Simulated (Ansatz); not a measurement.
# KBr (Fm-3m) in Ansatz: settings compared

Aim: see how the results for KBr move with the level of theory and the settings. Levels: PBEsol, r2SCAN50, r2SCAN+rVV10. Tasks: single point.

Program: Ansatz 0.2.0. These are calculated values, not measurements. Logs are shortened: lines on timing, memory, paths and dates and some standing lists are left out, and cuts for length are marked.

**1. Starting point**

Symmetry: Fm-3m, No. 225, cubic system. The conventional cell has a = 6.600 Å, b = 6.600 Å, c = 6.600 Å, α = 90.00°, β = 90.00°, γ = 90.00°. Br (site symmetry m-3m) has 6 K at 3.30 Å as nearest neighbours. K (site symmetry m-3m) is surrounded by 6 Br at 3.30 Å.

**2. Single point, PBEsol, spin-orbit coupling, no magnetisation (cell strained at random at fixed volume)**

input.yaml

```yaml
crystal:
  lattice:
    - [-0.000931, 3.312982, 3.284596]
    - [3.2315, 0.027083, 3.256582]
    - [3.316113, 3.369582, -0.05753]
  atoms:
    - { symbol: Br, position: [0.5, 0.5, 0.5] }
    - { symbol: K, position: [0.0, 0.0, 0.0] }
hamiltonian:
  xc: pbesol
  pseudopotentials: { kind: paw_fr, core: large }
magnetization:
  noncollinear: true
  spin_orbit: true
kpoints:
  mp_grid: { grid: [7, 7, 7] }
scf:
  occupations: { method: methfessel_paxton, width: 0.1 }
output:
  forces: true
  stress: true
  eigenvalues: true
  write_density: true
  write_potential: true
  elf: true
  volumetric_format: npy
```

Potentials or basis: Ansatz PAW.

Launch:

```sh
> ansatz run input.yaml --threads 1 --pin off --max-ram 2560MiB --backend cpu --events-out ev --progress --plain --runs-dir out
```

The log of the run:

```text
Warning: of Br, K the run reads no dataset of the core that `hamiltonian.pseudopotentials.core` asks for: this build lists none beside the file that it uses, or the input names that file
Warning: RAYON_NUM_THREADS=1 ignored (pool sized by the plan → 1); use --threads N
Engine: ansatz 0.2.0, x86_64-unknown-linux-gnu
Pseudopotentials: kind: paw_fr
Pseudopotential: Br, paw_fr, valence charge 7, recommended cutoff 420 eV (normal), Br.paw.azcp#standard-fr
Pseudopotential: K, paw_fr, valence charge 9, recommended cutoff 420 eV (normal), K.paw.azcp#standard-fr
Functional definition: PBEsol
  exchange = pbesol_x
  correlation = pbesol_c
non-collinear run that drives no moment, with spin-orbit: no starting moment large enough to seed its density (crystal.atoms[].spin), no starting occupations that ask for one, no magnetisation constraint and no magnetic field, so the semilocal B_xc is pinned to zero
Crystal: 2 atoms, lattice volume = 71.874 Å³
Basis set: ecut = 420 eV, 1411 PW (Γ), exchange–correlation on 64×64×64 points (8 copies of the dense FFT grid, shifted against one another)
Bands: 24, of which v1, the nominal top of the filled ones, is band 16 counted from 1 (15 counted from 0)
Symmetry: 2 space group operations + 2 with time reversal
Magnetic group: BNS 2.5 (UNI 5), of the structure as read, at distance tolerance 4.2e-5 Å
k-points: 172 of 343
Projection manifold: j_resolved (fully-relativistic pseudo-atomic orbitals)
Non-local potential: Br, projectors of the file, l = 0: 2, l = 1: 4, l = 2: 4
Non-local potential: K, projectors of the file, l = 0: 3, l = 1: 4, l = 2: 4
PAW form: soft (Blöchl's): semilocal exchange-correlation on the pseudo side does not see the compensation charge
PAW frozen core: Br, regenerated for the run's functional, and the local potential with it (the file was generated under x = pbe(κ = 0.804, μ = 0.2195149727645171), c = pbe(β = 0.06672455060314922))
PAW frozen core: K, regenerated for the run's functional, and the local potential with it (the file was generated under x = pbe(κ = 0.804, μ = 0.2195149727645171), c = pbe(β = 0.06672455060314922))
PAW one-centre angular grid: Br, 110 points (default); XC on 64 Gauss nodes
PAW one-centre angular grid: K, 110 points (default); XC on 64 Gauss nodes
Initial density: superposition of atomic densities (chi_scale 0.1, normalization cell, long waves kept (reshape's long-wave potential 0.00 eV rms))
Initial wavefunctions: pseudopotential atomic-orbital guess
Functional: x = pbesol(κ = 0.804, μ = 0.12345679012345678), c = pbesol(β = 0.046)
SCF iter   1: F=—  HF=-4256.995998 eV  |F-HF|=—  |Δ(HF+E_count)|=         —  Δρ=3.46e-2  dr2=1.47e0  dr2_m=0.00e0 (ungated)  ethr=3.10e-3  |M|=0.00e0 ∫|m|=0.00e0 μB  |m|>n=0.0e0 m-floor=0.0e0 τ_xc=0.0e0  β_m=0.30  ⟨swp⟩=8.9  Hψ=13216  notcnv=0
preconditioner: auto → none  [insulator: Δε(μ)=3.059 eV  Ē_g=14.640 eV  σ=0.100 eV  W_gap=1.00  n_scr=14 (ndim 8)  ℏωp=16.4 eV  f_vac=0.000  D(μ)=-0.00/eV (n_scr^D=0)  ε∞_Penn≈2.3]
SCF iter   2: F=—  HF=-4256.452524 eV  |F-HF|=—  |Δ(HF+E_count)|=   5.43e-1  S|Δr|=    0.00e0  Δρ=1.39e-2  dr2=2.61e-1  dr2_m=0.00e0 (ungated)  ethr=3.10e-3  |M|=0.00e0 ∫|m|=0.00e0 μB  |m|>n=0.0e0 m-floor=0.0e0 τ_xc=0.0e0  β_m=0.40  ⟨swp⟩=3.0  Hψ=4448  notcnv=0  defer=678
SCF iter   3: F=—  HF=-4256.348698 eV  |F-HF|=—  |Δ(HF+E_count)|=   1.04e-1  S|Δr|=    0.00e0  Δρ=4.15e-3  dr2=1.55e-2  dr2_m=0.00e0 (ungated)  ethr=1.63e-3  |M|=0.00e0 ∫|m|=0.00e0 μB  |m|>n=0.0e0 m-floor=0.0e0 τ_xc=0.0e0  β_m=0.55  ⟨swp⟩=2.9  Hψ=3614  notcnv=0  defer=678
SCF iter   4: F=—  HF=-4256.352687 eV  |F-HF|=—  |Δ(HF+E_count)|=   3.99e-3  S|Δr|=    0.00e0  Δρ=1.13e-3  dr2=1.01e-3  dr2_m=0.00e0 (ungated)  ethr=9.71e-5  |M|=0.00e0 ∫|m|=0.00e0 μB  |m|>n=0.0e0 m-floor=0.0e0 τ_xc=0.0e0  β_m=0.63  ⟨swp⟩=3.0  Hψ=3445  notcnv=0  defer=678
SCF iter   5: F=—  HF=-4256.353500 eV  |F-HF|=—  |Δ(HF+E_count)|=   8.13e-4  S|Δr|=    0.00e0  Δρ=1.48e-4  dr2=2.05e-5  dr2_m=0.00e0 (ungated)  ethr=6.34e-6  |M|=0.00e0 ∫|m|=0.00e0 μB  |m|>n=0.0e0 m-floor=0.0e0 τ_xc=0.0e0  β_m=0.81  ⟨swp⟩=2.4  Hψ=2929  notcnv=0  defer=678
SCF iter   6: F=—  HF=-4256.353589 eV  |F-HF|=—  |Δ(HF+E_count)|=   8.86e-5  S|Δr|=    0.00e0  Δρ=1.28e-5  dr2=1.54e-7  dr2_m=0.00e0 (ungated)  ethr=1.28e-7  |M|=0.00e0 ∫|m|=0.00e0 μB  |m|>n=0.0e0 m-floor=0.0e0 τ_xc=0.0e0  β_m=0.90  ⟨swp⟩=2.2  Hψ=3308  notcnv=0  defer=678
SCF iter   7: F=-4256.353589 eV  HF=-4256.353589 eV  |F-HF|=3.65e-9  |Δ(HF+E_count)|=   9.56e-9  S|Δr|=    0.00e0  Δρ=2.25e-6  dr2=6.21e-9  dr2_m=0.00e0 (ungated)  ethr=6.25e-10  |M|=0.00e0 ∫|m|=0.00e0 μB  |m|>n=0.0e0 m-floor=0.0e0 τ_xc=0.0e0  ⟨swp⟩=17.3  Hψ=18055  notcnv=0
SCF 1 converged in 7 iterations: F = -4256.353589 eV  dr2 = 6.21e-9
SCF converged after 7 iterations
Stability not checked: this state was not tested for a lower state beside it, because cold or Methfessel-Paxton smearing, or corrected tetrahedra, fill the levels in a way that the test cannot read (fill_not_monotonic; see scf.lower_state_search)
Magnetization: |M| = 0.0000 μB,  M = (+0.0000, +0.0000, +0.0000) μB
Absolute magnetization: 0.0000 μB (∫|m|)
  site 0: m = (+0.0000, +0.0000, +0.0000) μB, |m| = 0.0000 μB  (R = 1.35 Å)
  site 1: m = (+0.0000, +0.0000, +0.0000) μB, |m| = 0.0000 μB  (R = 1.35 Å)
Free energy (F): -4256.353589 eV
Harris-Foulkes:  -4256.353589 eV  (|F-HF|=3.65e-9)
Internal energy: -4256.353589 eV  (E = F + TS)
E sigma→0 (E₀):  -4256.353589 eV
Fermi energy:    3.214722 eV
Step filling:    the computed levels leave a gap of 4.0879 eV = 40.9 smearing widths at the electron count; against every level under it full and every level over it empty, smearing changes F+E_penalty+E_count by +5.95e-183 meV and its σ→0 estimate by -1.24e-180 meV
--- Per-component energies (eV) ---
  E_band       = -134.146439
  E_kinetic    = 387.865588
  E_local      = -839.003575  (includes V_loc(G=0)·N_el)
  E_nonlocal   = 84.053701
  E_hartree    = 271.125138
  E_xc         = -395.658814
  E_vxc        = -268.341019  (∫ρ·V_xc dr)
  E_paw        = -2964.942989  (= ΣΔE_a)
  E_vpaw       = -40.972063  (= ΣTr[D̂ρ^β])
  E_aug_tail   = -0.000004  (compensation charges beyond the density's cutoff)
  E_ewald      = -799.993291
  E_core_change = 0.200658  (= ΣΔE_core)
  E_smearing   = 0.000000  (= −TS)
  E_closure    = 0.000000  (closes the sum)
  Σ components = -4256.353589   (vs F -4256.353589, Δ=0.00e0)
--- Forces (eV/Å), atoms counted from 1 ---
  atom   1  Br     0.00000000     0.00000000     0.00000000
  atom   2  K      0.00000000     0.00000000     0.00000000
  max |Σ_I F_I| component: 0.00e0 eV/Å
--- Stress (GPa, compression-positive) ---
       -0.096897      -0.133604       0.138451
       -0.133604      -0.550976       0.055005
        0.138451       0.055005      -0.324256
  P = ⅓ Tr σ = -0.3240 GPa (-3.240 kbar)
--- Band table (eV; the first three rows and the last of 172) ---
  k-point 0: bands = ["-26.6307", "-26.6307", "-11.3223", "-11.3223", "-10.3552", "-10.3552", "-10.0891", "-10.0891", "-10.0877", "-10.0877", "0.6427", "0.6427", "1.1211", "1.1211", "1.1707", "1.1707", "5.2587", "5.2587", "8.3555", "8.3555", "8.5217", "8.5217", "8.6702", "8.6702"]
  k-point 1: bands = ["-26.6298", "-26.6298", "-11.3610", "-11.3610", "-10.3383", "-10.3383", "-10.0899", "-10.0899", "-10.0536", "-10.0536", "0.4808", "0.4808", "0.9415", "0.9415", "1.1033", "1.1033", "5.7536", "5.7536", "8.2697", "8.2697", "8.7533", "8.7533", "8.8989", "8.8989"]
  k-point 2: bands = ["-26.6276", "-26.6276", "-11.4379", "-11.4379", "-10.3158", "-10.3158", "-10.0919", "-10.0919", "-9.9707", "-9.9707", "0.0691", "0.0691", "0.7141", "0.7141", "0.9622", "0.9622", "6.7451", "6.7451", "8.3610", "8.3610", "9.3924", "9.3924", "9.5278", "9.5278"]
  k-point 171: bands = ["-26.6244", "-26.6244", "-11.4446", "-11.4446", "-10.3213", "-10.3213", "-10.1050", "-10.1050", "-9.9482", "-9.9482", "-0.1794", "-0.1794", "0.4992", "0.4992", "0.7491", "0.7491", "7.6314", "7.6314", "8.9099", "8.9099", "10.1695", "10.1695", "10.4007", "10.4007"]
```

v_z.tsv:

```text
# z_ang	v_es[eV]	v_tot[eV]	b_x[eV]	b_y[eV]	b_z[eV]
# format = ansatz-planar-average/11
# xc	pbesol
# density_cutoff_ev	1680
# datasets	Br=:simpson_from_first_knot:soft:shift=-391742	K=:simpson_from_first_knot:soft:shift=-323013
# lattice	-0.000931000	3.312982000	3.284596000
# lattice	3.231500000	0.027083000	3.256582000
# lattice	3.316113000	3.369582000	-0.057530000
# sites	2
# site	35	3.273341000	3.354823500	3.241824000
# site	19	0.000000000	0.000000000	0.000000000
0.000000	2.936212e-2	-7.723073e0	0.000000e0	0.000000e0	0.000000e0
0.147750	1.709554e-1	-7.548260e0	0.000000e0	0.000000e0	0.000000e0
0.295500	5.876644e-1	-7.038709e0	0.000000e0	0.000000e0	0.000000e0
0.443250	1.250669e0	-6.244601e0	0.000000e0	0.000000e0	0.000000e0
0.591000	2.097517e0	-5.257499e0	0.000000e0	0.000000e0	0.000000e0
0.738750	3.017271e0	-4.203925e0	0.000000e0	0.000000e0	0.000000e0
[... 24 lines left out ...]
4.432501	5.876644e-1	-7.038709e0	0.000000e0	0.000000e0	0.000000e0
4.580251	1.709554e-1	-7.548260e0	0.000000e0	0.000000e0	0.000000e0
```

It took 27 s on 1 thread of Intel Xeon 6975P-C (Granite Rapids), shared host; peak memory 0.75 GiB.

What came out:

```
Free energy            : -4256.3536 eV
Pressure               : -0.3 GPa
Band gap on the k mesh : 4.09 eV, direct
```

Caveat: odd divisions of the mesh miss points on the zone boundary, where band edges often lie, so the gap on the mesh can be too wide; the PAW data sets come from PBE, with cores solved anew for the run's functional, which leaves a small shift of forces and pressure. A k mesh can miss the band edges.

**3. Single point, r2SCAN50, spin-orbit coupling, no magnetisation**

input.yaml

```yaml
crystal:
  lattice: { a: 6.6, b: 6.6, c: 6.6, alpha: 90.0, beta: 90.0, gamma: 90.0 }
  space_group: 225
  reduce_to_primitive: true
  atoms:
    - { symbol: Br, wyckoff: "4b", position: [0.5, 0.0, 0.0] }
    - { symbol: K, wyckoff: "4a", position: [0.0, 0.0, 0.0] }
hamiltonian:
  xc: r2scan50
  pseudopotentials: { kind: paw_fr }
magnetization:
  noncollinear: true
  spin_orbit: true
kpoints:
  mp_grid: { grid: [4, 4, 4] }
scf:
  occupations: { method: fixed }
output:
  forces: true
  stress: true
  eigenvalues: true
```

Potentials or basis: Ansatz PAW.

Launch:

```sh
> ansatz run input.yaml --threads 1 --pin off --max-ram 2560MiB --backend cpu --events-out ev --progress --plain --runs-dir out
```

Run time: 73 s. Hardware: 1 thread of Intel Xeon 6975P-C (Granite Rapids), shared host; peak memory 1.8 GiB.

Results (log left out):

```
Free energy            : -4334.1110 eV
Pressure               : -0.1 GPa
Band gap on the k mesh : 8.06 eV, direct
```

Levels at points of the mesh, in eV from the valence-band top:
```tsv
k point	band 14	band 15	band 16	band 17	band 18	band 19
(0.00, 0.00, 0.00)	0.00	0.00	0.00	8.06	8.06	11.71
(0.00, 0.00, -0.50)	-0.69	-0.39	-0.39	10.19	10.19	12.31
(0.00, -0.50, -0.50)	-0.62	-0.36	-0.36	9.54	9.54	11.21
```

Caveat: the PAW data sets come from PBE, with cores solved anew for the run's functional, which leaves a small shift of forces and pressure; the thresholds are loose for stress.

**4. Single point, r2SCAN+rVV10, non-collinear spin, ferromagnetic start (volume scaled by 0.92)**

input.yaml

```yaml
crystal:
  lattice:
    - [0.0, 3.2095431265, 3.2095431265]
    - [3.2095431265, 0.0, 3.2095431265]
    - [3.2095431265, 3.2095431265, 0.0]
  atoms:
    - { symbol: Br, position: [0.5, 0.5, 0.5], spin: 0.501, spin_axis: [0.289, 0.289, 0.289] }
    - { symbol: K, position: [0.0, 0.0, 0.0] }
hamiltonian:
  xc: r2scan
  pseudopotentials: { kind: paw, xc_functional: lda, accuracy: standard }
  dispersion: rvv10
magnetization:
  noncollinear: true
  spin_orbit: false
kpoints:
  mp_grid: { grid: [7, 7, 7] }
scf:
  occupations: { method: fixed }
output:
  forces: true
  stress: true
  eigenvalues: true
```

Potentials or basis: JTH PAW LDA.

Launch:

```sh
> ansatz run input.yaml --threads 1 --pin off --max-ram 2560MiB --backend cpu --events-out ev --progress --plain --runs-dir out
```

Wall time 44 s (1 thread of Intel Xeon 6975P-C (Granite Rapids), shared host); peak memory 0.92 GiB.

The run converged. Its results:

```
Free energy            : -4330.8188 eV
Pressure               : 1.2 GPa
Band gap on the k mesh : 5.22 eV, direct
Net moment             : 0.00 μB per cell
Absolute moment        : 0.00 μB per cell
```

Levels at points of the mesh, in eV from the valence-band top:
| k point | band 13 | band 14 | band 15 | band 16 | band 17 | band 18 | band 19 | band 20 |
| --- | --- | --- | --- | --- | --- | --- | --- | --- |
| (0.00, 0.00, 0.00) | 0.00 | 0.00 | 0.00 | 0.00 | 5.22 | 5.22 | 8.18 | 8.18 |

Moments on the atoms (μB; x, y, z):
```
Br  0.00 0.00 0.00
K   0.00 0.00 0.00
```

Caveat: odd divisions of the mesh miss points on the zone boundary, where band edges often lie, so the gap on the mesh can be too wide; the starting moments weren't kept.

**5. The runs side by side**

```csv
level,potentials or basis,spin,cell,k mesh,cutoff (eV),smearing,gap on the mesh (eV),pressure (GPa)
PBEsol,Ansatz PAW,"SOC, no magnetisation",cell strained at random at fixed volume,7 × 7 × 7,420,methfessel-paxton 0.1 eV,4.09,-0.3
r2SCAN50,Ansatz PAW,"SOC, no magnetisation",as given,4 × 4 × 4,500,fixed,8.06,-0.1
r2SCAN+rVV10,JTH PAW LDA,"non-collinear, ferromagnetic start",volume scaled by 0.92,7 × 7 × 7,690,fixed,5.22,1.2
```

Alike in all rows: task single point.

Caveats: odd divisions of the mesh miss points on the zone boundary, where band edges often lie, so the gap on the mesh can be too wide (some runs); the PAW data sets come from PBE, with cores solved anew for the run's functional, which leaves a small shift of forces and pressure (some runs); the thresholds are loose for stress (some runs); the starting moments weren't kept (some runs).

Absolute energies hang on the potentials; compare differences alone.
